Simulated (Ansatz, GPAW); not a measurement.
Given: the input of a run of GPAW 26.7.0 (ASE script) on Ga. This isn't the form of Ga at room conditions, which is orthorhombic.

The input run.py:

```python
from ase import Atoms
from ase.dft.bandgap import bandgap
from ase.io import write
from ase.units import GPa
from gpaw import GPAW, PW

atoms = Atoms(['Ga', 'Ga'],
              cell=[[4.449473825, 0.0, 0.0],
                    [-2.2247369125, 3.8533573659, 0.0],
                    [0.0, 0.0, 2.7652]],
              scaled_positions=[[0.33333, 0.66667, 0.5],
                                [0.6666633333, 0.3333366667, 0.5]],
              pbc=True)

calc = GPAW(mode=PW(600),
            xc='PBE',
            kpts={'size': (7, 7, 10), 'gamma': True},
            occupations={'name': 'fermi-dirac', 'width': 0.05},
            nbands=10,
            convergence={'density': 1e-05, 'energy': 1e-05},
            maxiter=150,
            txt='gpaw.txt')
atoms.calc = calc
energy = atoms.get_potential_energy()
forces = atoms.get_forces()
stress = atoms.get_stress()
calc.write('gs.gpw')
write('result.traj', atoms)
print(f'Energy: {energy:.6f} eV')
print('Forces (eV/A):')
print(forces.round(4))
print('Stress (GPa):', (stress / GPa).round(3))
print('Fermi level:', round(calc.get_fermi_level(), 4), 'eV')
print(f'Gap: {bandgap(calc)[0]:.4f} eV, direct: {bandgap(calc, direct=True)[0]:.4f} eV')
```

Potentials or basis: GPAW PAW data sets (gpaw-data 1.2.1), pw.

The run is started by

```sh
$ OMP_NUM_THREADS=1 python run.py
```

Q: What does the same run look like in Ansatz 0.2.0? Potentials or basis there: Ansatz PAW (earlier soft set), cutoff 420 eV.

A: As run (cutoffs and basis follow the program's own potentials, and thresholds, step limits or extra output files can differ):

The input input.yaml:

```yaml
crystal:
  lattice:
    - [4.44947, 0.0, 0.0]
    - [-2.22474, 3.85336, 0.0]
    - [0.0, 0.0, 2.7652]
  atoms:
    - { symbol: Ga, position: [0.33333, 0.66667, 0.5] }
    - { symbol: Ga, position: [0.66667, 0.33333, 0.5] }
hamiltonian:
  xc: pbe
  pseudopotentials: { kind: paw, azcp: { folder: soft_1 } }
kpoints:
  mp_grid: { grid: [7, 7, 10] }
scf:
  occupations: { method: fermi_dirac, width: 0.05 }
output:
  forces: true
  stress: true
  eigenvalues: true
  write_density: true
  write_potential: true
  elf: true
  volumetric_format: npy
```

Potentials or basis: Ansatz PAW soft_1.

Launch:

```bash
$ ansatz run input.yaml --threads 1 --pin off --max-ram 3584MiB --backend cpu --events-out ev --progress --plain --runs-dir out
```

Both were run:

|  | GPAW | Ansatz |
| --- | --- | --- |
| Pressure | 0.6 GPa | 0.1 GPa |

Ansatz's pressure holds a Pulay term of +0.04 GPa for its cutoff of 420 eV, which the other run lacks.

The potentials hold 6 and 26 valence electrons a cell.

Where Ansatz's input types no cutoff or centring, it takes its own default and a Γ-centred mesh.

Pressure is positive in compression.
